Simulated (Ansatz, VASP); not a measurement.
# Ir in VASP and in Ansatz

```xyz
1
Lattice="0.0000 1.9144 1.9144 1.9144 0.0000 1.9144 1.9144 1.9144 0.0000" Properties=species:S:1:pos:R:3 pbc="T T T"
Ir    0.0000    0.0000    0.0000
```

Alike in both runs: functional PBEsol; k mesh 12 × 12 × 12; occupations gaussian, width 0.1 eV; no spin polarisation.

Ansatz relaxed the structure, and its values are those at the end. VASP's run is a single point on that final structure, the one shown.

```csv
,VASP,Ansatz
version,VASP 6.6.1,Ansatz 0.2.0
potentials or method,"VASP PAW PBE potentials, release 64 (Ir)","scalar-relativistic, plane waves, PAW"
plane-wave cutoff (eV),520,420
valence electrons in the cell,9,17
```

```csv
,VASP,Ansatz,Ansatz less VASP
gap on the k mesh at the Fermi level (eV),none,none,-
pressure (GPa),1.0,0.0,-1.00
```

A gap of «none» marks a metal or a gap that the smearing closes. With one functional, cell and mesh, what is left measures potentials, basis and numerics. The two sets of potentials don't hold the same shells in valence.

Caveats: the PAW data sets were made with another functional, which shifts forces and pressure a little (VASP). The runs have no spin-orbit coupling, so splittings on Ir are missing.
